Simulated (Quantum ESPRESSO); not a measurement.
## TePb (Fm-3m): zone-centre phonons

Aim: the zone-centre modes of TePb (Fm-3m).

Calculated with Quantum ESPRESSO 7.5; DFT LDA, scalar-relativistic, plane waves, GBRV ultrasoft pseudopotentials.

Experimental background.

For PbTe, rocksalt (melt-grown single-crystal fragment, about 42 um across, 125 K), “Correlated local dipoles in PbTe” (2017, arxiv:1709.02863) gives, by single-crystal x-ray diffraction: lattice constant a (cubic lattice constant a at 125 K) 6.4397 ± 0.0001 Å.

For PbTe, rock salt (bulk crystal, 5 K), “Lattice Properties of PbX (X = S, Se, Te): Experimental Studies and ab initio Calculations Including Spin-Orbit Effects” (2008, arxiv:0808.3152) quotes earlier work: infrared mode (TO at Gamma) 18 cm⁻¹ [soft, strongly anharmonic mode near a ferroelectric instability].

Report form: the programs' logs are mostly left out.

### 1. Set-up

Symmetry: Fm-3m, No. 225, cubic system. Conventional cell: a = 6.462 Å, b = 6.462 Å, c = 6.462 Å, α = 90.00°, β = 90.00°, γ = 90.00°. Nearest to Te lie 6 Pb at 3.23 Å. Nearest to Pb lie 6 Te at 3.23 Å. Farther neighbours and most contacts between anions are not listed.

### 2. A first look

A cheap run with smearing and empty bands tells whether the crystal has a gap, which decides between fixed occupations and smearing later on.

File probe.in:

```
&control
   calculation = 'scf'
   prefix = 'x'
   outdir = './tmp'
   pseudo_dir = './pseudo'
   tprnfor = .true.
   tstress = .true.
   verbosity = 'high'
/
&system
   ibrav = 0
   nat = 2
   ntyp = 2
   ecutwfc = 40.0
   ecutrho = 240.0
   occupations = 'smearing'
   smearing = 'gaussian'
   degauss = 0.01
/
&electrons
   conv_thr = 1.0d-07
   mixing_beta = 0.7
   electron_maxstep = 100
/
ATOMIC_SPECIES
 Te    127.6000  Te.upf
 Pb    207.2000  Pb.upf
CELL_PARAMETERS angstrom
     0.000000000    3.231000000    3.231000000
     3.231000000    0.000000000    3.231000000
     3.231000000    3.231000000    0.000000000
ATOMIC_POSITIONS crystal
 Te     0.500000000   0.500000000   0.500000000
 Pb     0.000000000   0.000000000   0.000000000
K_POINTS automatic
 6 6 6 0 0 0
```

Launch:

```
> OMP_NUM_THREADS=1 mpirun -n 4 pw.x -nk 4 -in probe.in > probe.out
```

Run time: 9.4 s. Hardware: 4 MPI ranks of Intel Xeon at 2.50GHz (Skylake/Cascade Lake), shared host; 33 s of CPU time.

Read from the output:

| Quantity | Value |
| --- | --- |
| volume per atom | 33.73 Å³ |
| pressure | -1.835 GPa |
| gap on the k-mesh | 0.6234 eV |

A gap of 0.62 eV opens on this mesh, so the crystal is taken as an insulator; the start stands at -1.8 GPa.

### 3. Relaxation

The relaxation runs at a cutoff a fifth above that of the response, since stress converges more slowly with the basis than frequencies do. Forces and stress are brought to rest with tight thresholds.

File relax.in:

```
&control
   calculation = 'vc-relax'
   prefix = 'x'
   outdir = './tmp'
   pseudo_dir = './pseudo'
   tprnfor = .true.
   tstress = .true.
   forc_conv_thr = 2.0d-05
   etot_conv_thr = 1.0d-07
   nstep = 40
/
&system
   ibrav = 0
   nat = 2
   ntyp = 2
   ecutwfc = 48
   ecutrho = 288.0
   occupations = 'fixed'
   nbnd = 12
/
&electrons
   conv_thr = 1.0d-11
   mixing_beta = 0.7
   electron_maxstep = 100
/
&ions
/
&cell
   press_conv_thr = 0.2
/
ATOMIC_SPECIES
 Te    127.6000  Te.upf
 Pb    207.2000  Pb.upf
CELL_PARAMETERS angstrom
     0.000000000    3.231000000    3.231000000
     3.231000000    0.000000000    3.231000000
     3.231000000    3.231000000    0.000000000
ATOMIC_POSITIONS crystal
 Te     0.500000000   0.500000000   0.500000000
 Pb     0.000000000   0.000000000   0.000000000
K_POINTS automatic
 6 6 6 0 0 0
```

Launch:

```
> OMP_NUM_THREADS=1 mpirun -n 4 pw.x -nk 4 -in relax.in > relax.out
```

Run time: 2 min. Hardware: 4 MPI ranks; 6.8 min of CPU time.

Relaxation path:

```tsv
step	energy less that of the first step (eV)	largest force (eV/Å)	pressure (GPa)	volume (Å³)
1	0.0000	0.0000	-1.87	67.46
2	-0.0066	0.0000	-1.47	66.82
3	-0.0134	0.0000	-0.83	65.87
4	-0.0162	0.0000	0.05	64.67
5	-0.0163	0.0000	0.00	64.74
6	-0.0163	0.0000	0.00	64.74
7	-0.0157	0.0000	-0.01	64.74
```

```tsv
conventional cell, symmetrised	before	after	change
a (Å)	6.462	6.374	-1.4 %
b (Å)	6.462	6.374	-1.4 %
c (Å)	6.462	6.374	-1.4 %
volume (Å³/atom)	33.73	32.37	-4.0 %
```

Final coordinates:

```cif
data_structure
_symmetry_space_group_name_H-M 'P 1'
_symmetry_Int_Tables_number 1
_cell_length_a 4.5070
_cell_length_b 4.5070
_cell_length_c 4.5070
_cell_angle_alpha 60.000
_cell_angle_beta 60.000
_cell_angle_gamma 60.000
_cell_volume 64.74
loop_
_atom_site_label
_atom_site_type_symbol
_atom_site_fract_x
_atom_site_fract_y
_atom_site_fract_z
_atom_site_occupancy
Te1 Te 0.50000 0.50000 0.50000 1
Pb2 Pb 0.00000 0.00000 0.00000 1
```

The last row of the table of steps is pw.x's closing run on a basis chosen anew for the final cell, so its energy can jump.

Read from the output:

```
volume per atom   : 32.37 Å³
pressure          : -0.009 GPa
gap on the k-mesh : 0.5301 eV
```

The volume changes by -4.0 % from the cell with which this run began.

### 4. Self-consistent run for the response

Perturbation theory inherits every error of the wavefunctions, so the threshold is set near the limit of the arithmetic. With a gap, occupations are fixed, which also allows the response to an electric field.

File scf.in:

```
&control
   calculation = 'scf'
   prefix = 'x'
   outdir = './tmp'
   pseudo_dir = './pseudo'
   tprnfor = .true.
   tstress = .true.
/
&system
   ibrav = 0
   nat = 2
   ntyp = 2
   ecutwfc = 40.0
   ecutrho = 240.0
   occupations = 'fixed'
   nbnd = 12
/
&electrons
   conv_thr = 1.0d-12
   mixing_beta = 0.7
   electron_maxstep = 100
/
ATOMIC_SPECIES
 Te    127.6000  Te.upf
 Pb    207.2000  Pb.upf
CELL_PARAMETERS angstrom
     0.000000000    3.186938883    3.186938883
     3.186938883    0.000000000    3.186938883
     3.186938883    3.186938883    0.000000000
ATOMIC_POSITIONS crystal
 Te     0.500000000   0.500000000   0.500000000
 Pb     0.000000000   0.000000000   0.000000000
K_POINTS automatic
 6 6 6 0 0 0
```

Launch:

```
> OMP_NUM_THREADS=1 mpirun -n 4 pw.x -nk 4 -in scf.in > scf.out
```

Run time: 25 s. Hardware: 4 MPI ranks; 77 s of CPU time.

This step gave:

```
pressure : 0.02 GPa
```

The cell stands at 0.02 GPa, close enough for phonons.

### 5. Zone-centre response

At q = 0 one unit cell holds all displacements; symmetry groups them into irreducible representations that are solved one by one. The response to a field gives ε∞ and the Born charges, which polar modes need.

File ph.in:

```
phonons
&inputph
   prefix = 'x'
   outdir = './tmp'
   fildyn = 'g.dyn'
   tr2_ph = 1.0d-18
   epsil = .true.
/
0.000000000000 0.000000000000 0.000000000000
```

Launch:

```
> OMP_NUM_THREADS=1 mpirun -n 4 ph.x -nk 4 -in ph.in > ph.out
```

It took 3.4 min on 4 MPI ranks.

Numbers from this step:

```
miss of the charge sum rule                                       : 0.06876 e
largest acoustic frequency at the zone centre before the sum rule : -4.75 cm⁻¹
highest optical zone-centre mode (no LO-TO term)                  : 32.95 cm⁻¹
lowest optical zone-centre mode                                   : 32.95 cm⁻¹
mean high-frequency dielectric constant                           : 39.41
largest Born charge in size (third of the trace)                  : 5.730 e
```

Born charge (rows field, columns displacement), before the sum rule (e), principal values of the symmetric part by kind of site:

```tsv
atom	atoms with these values	low	middle	high	mean
Te1	1	-5.73	-5.73	-5.73	-5.73
Pb2	1	5.66	5.66	5.66	5.66
```

In full for Pb2:

```
5.66 0.00 0.00
0.00 5.66 0.00
0.00 0.00 5.66
```

High-frequency dielectric tensor:

```
39.41  0.00  0.00
 0.00 39.41  0.00
 0.00  0.00 39.41
```

The acoustic modes at Γ come out as far as 4.8 cm⁻¹ from zero, where they should vanish, a small numerical error; the Born charges miss their sum rule by 0.069 e, too much: mesh or cutoff is short for the field response.

### 6. Zone-centre analysis

A rigid shift of the crystal must cost nothing, but grids and finite bases break this; the acoustic sum rule is imposed before the matrix is diagonalised again. With Born charges the intensities follow, and the static dielectric tensor.

File dynmat.in:

```
&input
   fildyn = 'g.dyn'
   asr = 'simple'
   fileig = 'dynmat.eig'
   lperm = .true.
/
```

Launch:

```
> dynmat.x -in dynmat.in > dynmat.out
```

Run time: 1 s. Hardware: 1 thread.

Numbers from this step:

- highest optical zone-centre mode (no LO-TO term): 33.27 cm⁻¹
- lowest optical zone-centre mode: 33.27 cm⁻¹
- mean static dielectric constant: 321.4

Unit eigenvectors of the mass-weighted matrix after the sum rule; no LO-TO term. The modes at Γ (shares of kinetic energy by element, %):

```tsv
mode	frequency (cm⁻¹)	symmetry	Te %	Pb %
1	0.0	acoustic	38	62
2	0.0	acoustic	38	62
3	0.0	acoustic	38	62
4	33.3	T1u	62	38
5	33.3	T1u	62	38
6	33.3	T1u	62	38
```

Displacements in mode 4 (33.3 cm⁻¹), the largest set to 1:
```
Te1  0.00  1.00  0.00
Pb2  0.00 -0.62  0.00
```

Degenerate modes summed, no LO-TO term. Lines of the infrared spectrum (strongest = 100):

```tsv
position (cm⁻¹)	lines merged	label	IR intensity, relative
33	3	T1u	100
```

Static dielectric tensor (ions relaxed, fixed cell):

```
321.4   0.0   0.0
  0.0 321.4   0.0
  0.0   0.0 321.4
```

The rule also moves an optical mode by 0.3 cm⁻¹.

### 7. Modes along a direction of q (1 0 0)

A longitudinal polar mode sets up a macroscopic field that stiffens it; the term hangs on the direction from which q goes to zero.

File dynmat.in:

```
&input
   fildyn = 'g.dyn'
   asr = 'simple'
   fileig = 'dynmat.eig'
   q(1) = 1.0
   q(2) = 0.0
   q(3) = 0.0
/
```

Launch:

```
> dynmat.x -in dynmat.in > dynmat.out
```

Run time: 0.97 s. Hardware: 1 thread.

Numbers from this step:

```yaml
highest_mode_moved_by_the_lo_to_term: 95.03 cm⁻¹
```

Zone-centre frequencies as printed; negative means imaginary. Modes:

```tsv
mode	frequency (cm⁻¹)
1	0
2	0
3	0
4	33.27
5	33.27
6	95.03
```

The field moves one mode, from 33 to 95 cm⁻¹; the others stay.

### 8. Results

* space group after relaxation: Fm-3m
* volume per atom: 32.4 Å³
* gap on the k-mesh: 0.530 eV
* highest optical zone-centre mode (no LO-TO term): 33.3 cm⁻¹
* highest mode moved by the LO-TO term (probably not converged in the k mesh): 95.0 cm⁻¹
* mean high-frequency dielectric constant (probably not converged in the k mesh): 39.4
* largest Born charge in size (third of the trace) (probably not converged in the k mesh): 5.73 e
* mean static dielectric constant (probably not converged in the k mesh): 321.4
* imaginary optical modes at the zone centre (no q mesh in this session): none

In words: At the LDA level the optical modes of TePb (Fm-3m) at the zone centre (no LO-TO term) lie at 33 cm⁻¹. Along the directions run, the highest mode that the macroscopic field moves lies at 95 cm⁻¹. Lattice motion raises the mean dielectric constant from 39.41 to 321.4. The Born charges miss their sum rule by 0.069 e, a sign that the k mesh or the cutoff is short for the field response. ε∞, the Born charges and what follows from them are probably not converged in the k mesh. The Lyddane-Sachs-Teller relation holds: (ωLO/ωTO)² is 8.16 and ε₀/ε∞ is 8.16. Left out of this account: PBE with GBRV ultrasoft, since it is gradient-corrected and no frozen-mode check or second program bears its response out; PBEsol with GBRV ultrasoft, since it is gradient-corrected and no frozen-mode check or second program bears its response out. What is said of the levels holds for those shown. These are harmonic frequencies at zero temperature: anharmonic shifts and linewidths and thermal expansion are left out. Spin-orbit coupling is left out, which can matter for the heavy elements here.

Comparison with the measured values:

| quantity | measured | LDA GBRV ultrasoft, Quantum ESPRESSO |
| --- | --- | --- |
| lattice constant a (Å) | 6.4397 | 6.374 (-1.0 %) |
| infrared mode, TO at Gamma (cm⁻¹) | 18 | 33 (+85.0 %) |

Measured values from arxiv:1709.02863 (2017) and arxiv:0808.3152 (2008).

Verdict: The lattice constant a is off by -1.0 %: fair agreement. The infrared mode is off by +85.0 %: a clear miss. The grades are ours: good and fair within 0.7 and 1.5 % for the lattice constant a and 3 and 7 % for the infrared mode. For lattice constants and infrared mode the calculation has a static lattice, without zero-point motion or thermal expansion (measured at up to 125 K). Limits of convergence are named above.

[Host names and launcher messages were left out of these logs when they were recorded.]

[Logs are printed without paths, hosts, clocks, repeated set-up lines and the standing remarks that a program may print on its own settings, such as how far it seeks lower states.]

[Hosts, paths, dates, database ids (printed as entryN), source tags and the programs' standing remarks are cut or masked in the printed files.]
